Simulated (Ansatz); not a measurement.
# Sn: the cost of one run

Program: Ansatz 0.2.0. Level of theory: DFT PBE, scalar-relativistic, plane waves, PAW. These are calculated values, not measurements.

1 further run of the same task is left out (set aside as unsound or not needed).

### Step 1. The starting structure

Symmetry: P6_3/mmc, No. 194, hexagonal system. The conventional cell has a = 3.998 Å, b = 3.998 Å, c = 6.599 Å, α = 90.00°, β = 90.00°, γ = 120.00°. Ge (site symmetry 3m) has 4 Ge at 2.45 to 2.47 Å as nearest neighbours.

Coordinates:

```
CELL_PARAMETERS angstrom
3.99759 0.00000 0.00000
-1.99879 3.46201 0.00000
0.00000 0.00000 6.59938
ATOMIC_POSITIONS crystal
Ge 0.66667 0.33333 0.06290
Ge 0.33333 0.66667 0.56290
Ge 0.66667 0.33333 0.43710
Ge 0.33333 0.66667 0.93710
```

The structure comes from the Materials Project (structure only).

### Step 2. One element swapped, cell strained: Ge → Sn, first probe

Against the listed cell: Sn takes all sites of Ge, and lengths are scaled by 1.095 as a first guess of the size; strain xx, yy, zz, yz, xz, xy = +1.1, +1.1, +1.1, +0.0, +0.0, +0.0 %.

Contents of input.yaml:

```yaml
crystal:
  lattice:
    - [4.4251572312, 0.0, 0.0]
    - [-2.2125786156, 3.8322985779, 0.0]
    - [0.0, 0.0, 7.3052302571]
  atoms:
    - { symbol: Sn, position: [0.6666666667, 0.3333333333, 0.06290125] }
    - { symbol: Sn, position: [0.3333333333, 0.6666666667, 0.56290125] }
    - { symbol: Sn, position: [0.6666666667, 0.3333333333, 0.43709875] }
    - { symbol: Sn, position: [0.3333333333, 0.6666666667, 0.93709875] }
basis:
  ecutwfc: 420
kpoints:
  mp_grid: { grid: [6, 6, 4] }
hamiltonian:
  xc: pbe
scf:
  occupations: { method: gaussian, width: 0.1 }
output:
  forces: true
  stress: true
  eigenvalues: true
```

The run is started by

```sh
> ansatz run input.yaml --threads 1 --pin off --max-ram 1331MiB --backend cpu --events-out ev --progress --plain --runs-dir out
```

What time and memory should one allow on 1 thread of an x86-64 CPU, shared host?

About 2.2 s, with a peak of 0.47 GiB.
